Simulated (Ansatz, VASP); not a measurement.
## One calculation of MoS2, two programs

```
CELL_PARAMETERS angstrom
3.16900 0.00000 0.00000
-1.58450 2.74443 0.00000
0.00000 0.00000 12.32400
ATOMIC_POSITIONS crystal
Mo 0.33333 0.66667 0.25000
Mo 0.66667 0.33333 0.75000
S 0.33333 0.66667 0.62300
S 0.66667 0.33333 0.12300
S 0.33333 0.66667 0.87700
S 0.66667 0.33333 0.37700
```

Alike in both runs: task single point; functional PBE; k mesh 9 × 9 × 3; no spin polarisation.

|  | VASP | Ansatz |
| --- | --- | --- |
| version | VASP 6.6.1 | Ansatz 0.2.0 |
| potentials or method | VASP PAW PBE potentials, release 64 (Mo_sv, S) | scalar-relativistic, plane waves, PAW |
| plane-wave cutoff (eV) | 520 | 420 |
| occupations | gaussian, width 0.01 eV | fixed |
| valence electrons in the cell | 52 | 52 |

Ansatz gave:

```
gap on the k mesh at the Fermi level (eV) : 0.96
least direct gap on the mesh (eV)         : 1.65
```

Q: Which values does VASP return?

A: gap on the k mesh at the Fermi level (eV): 0.97; least direct gap on the mesh (eV): 1.66.

Caveats: an odd mesh through Γ misses points on the zone boundary, where band edges often lie. A hybrid or GW would open this gap; PBE tends to underestimate it.
